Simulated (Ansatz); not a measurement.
## A series in volume scale on BaS

Results calculated with Ansatz 0.2.0, not measured. Periodic Kohn-Sham DFT of a crystal at fixed atoms, scaled to volume_scale times the given cell; pressure positive in compression, energy less spherical unpolarised free atoms, largest_vzz the field gradient of largest size among the nuclei.

The cell before it is scaled or strained (space group Fm-3m, No. 225):
```
CELL_PARAMETERS angstrom
0.00000 3.19370 3.19370
3.19370 0.00000 3.19370
3.19370 3.19370 0.00000
ATOMIC_POSITIONS crystal
Ba 0.00000 0.00000 0.00000
S 0.50000 0.50000 0.50000
```

Settings of every row: method frozen-core PAW; functional LDA; relativity scalar; k mesh 7x7x7; filling fermi-dirac; smearing width 0.01 eV; wave cutoff 420 eV; paw set soft_2.

Atom start moment: 0 on all atoms.

Limits: PAW files made with PBE; no spin-orbit coupling on heavy atoms.

| row | volume scale | V (Å³/atom) | pressure (GPa) |
| --- | --- | --- | --- |
| 1 | 0.94 | 30.62 | 0.353 |
| 2 | 0.96 | 31.275 | -0.7 |
| 3 | 0.98 | 31.926 | -1.638 |
| 4 | 0.99 | 32.252 | -2.067 |
| 5 | 1 | 32.576 | ? |
| 6 | 1.01 | 32.901 | -2.855 |
| 7 | 1.02 | 33.229 | -3.215 |
| 8 | 1.04 | 33.878 | -3.876 |
| 9 | 1.06 | 34.529 | -4.463 |

Question: what pressure should row 5 give?

Worked fit of pressure. Take u = (V_r/V)^(2/3) − 1 with V_r = 32.577 Å³ an atom, which is twice the finite (Eulerian) strain; such expansions in the strain, on which the Birch-Murnaghan equation of state is built, carry the rest volume and the bulk modulus. The shown rows have u = 0.04217, 0.02756, 0.01355, 0.00671, -0.00658, -0.01312, -0.02577, -0.03805. Least squares give pressure = −2.4722 + 59.248 × u + 183.29 × u² GPa; a straight line predicts inner rows, each left out in turn, worse (root mean square 0.094 against 0.0022 GPa). The rows lie off it by 0.001, 0.000, -0.002, -0.001, -0.001, 0.003, 0.001, -0.002. The pressure vanishes at u = 0.0374, or V = 30.83 Å³ an atom, and there the bulk modulus at fixed shape and fractions is B = −V dP/dV = (2/3)(1 + u) dP/du = 50.5 GPa. The withheld row has u = 2e-05, so the fit gives −2.4722 + 59.248 × (2e-05) + 183.29 × (2e-05)² = -2.471 GPa.

The calculation gave -2.472 GPa. The fit lies 0.001 GPa (0.021 % of the column's range) above it, one unit of the last digit.
